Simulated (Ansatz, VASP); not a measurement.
# GaAs: VASP beside Ansatz

```
Ga As
1.0
     0.00000    2.71004    2.71004
     2.71004    0.00000    2.71004
     2.71004    2.71004    0.00000
Ga As
1 1
Direct
  0.00000 0.00000 0.00000
  0.75000 0.75000 0.75000
```

Alike in both runs: functional PBE; k mesh 12 × 12 × 12; occupations gaussian, width 0.02 eV; no spin polarisation.

Ansatz relaxed the structure, and its values are those at the end. VASP's run is a single point on that final structure, the one shown.

|  | VASP | Ansatz |
| --- | --- | --- |
| version | VASP 6.6.1 | Ansatz 0.2.0 |
| potentials or method | VASP PAW PBE potentials, release 64 (Ga_d, As) | scalar-relativistic, plane waves, PAW |
| plane-wave cutoff (eV) | 520 | 420 |
| valence electrons in the cell | 18 | 28 |

```tsv
	VASP	Ansatz	Ansatz less VASP
gap on the k mesh at the Fermi level (eV)	1.19	1.20	+0.011
least direct gap on the mesh (eV)	1.52	1.50	-0.012
pressure (GPa)	16.3	16.0	-0.29
```

The two sets of potentials don't hold the same shells in valence.

Caveats: so large a pressure means that the cell lies far from this level's equilibrium, or that cutoff or potentials fall short (VASP). A k mesh can miss the band edges.
